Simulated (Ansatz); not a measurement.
CuO:

```
Cu O
1.0
     4.16094    0.00000    0.00000
     0.00000    4.16094    0.00000
     0.00000    0.00000    3.88764
Cu O
3 3
Direct
  0.50000 0.00000 0.50000
  0.00000 0.50000 0.50000
  0.00000 0.00000 0.00000
  0.00000 0.00000 0.50000
  0.50000 0.00000 0.00000
  0.00000 0.50000 0.00000
```

Measurements of this composition are mostly on another form, of space group No. 15.

- Program: Ansatz 0.2.0
- Task: relaxation of cell and atoms
- Functional: PBEsol
- Potentials or basis: Ansatz PAW earlier set
- Cutoff: 930 eV (not typed: the program's choice for these potentials)
- k mesh: 7 × 7 × 7
- Occupations: fermi-dirac, width 0.05 eV
- Spin: no spin polarisation

At the start: volume 11.22 Å³/atom.

Question: Where does the relaxation end?

Answer: It ends after 5 steps and the volume is 10.81 Å³/atom (-3.7 %); space group P4/mmm (No. 123, to 0.05 Å).

Step by step:
| step | energy change (eV) | largest force (eV/Å) | volume (Å³) |
| --- | --- | --- | --- |
| 1 | 0.0000 | 0.0000 | 67.31 |
| 2 | -0.0311 | 0.0000 | 66.15 |
| 3 | -0.0439 | 0.0000 | 64.75 |
| 4 | -0.0440 | 0.0000 | 64.85 |
| 5 | -0.0438 | 0.0000 | 64.85 |

Final structure:
```
CELL_PARAMETERS angstrom
4.10918 0.00000 0.00000
0.00000 4.10918 0.00000
0.00000 0.00000 3.84063
ATOMIC_POSITIONS crystal
Cu 0.50000 0.00000 0.50000
Cu 0.00000 0.50000 0.50000
Cu 0.00000 0.00000 0.00000
O 0.00000 0.00000 0.50000
O 0.50000 0.00000 0.00000
O 0.00000 0.50000 0.00000
```

Caveat: the plane-wave basis is chosen anew once the cell has moved, so the energies of steps on either side of that aren't comparable; an odd number of electrons without spin polarisation forces a metal; a magnetic or distorted state may lie lower; the run has no spin polarisation, though such a crystal can be magnetic; the PAW data sets come from PBE, with cores solved anew for the run's functional, which leaves a small shift of forces and pressure.
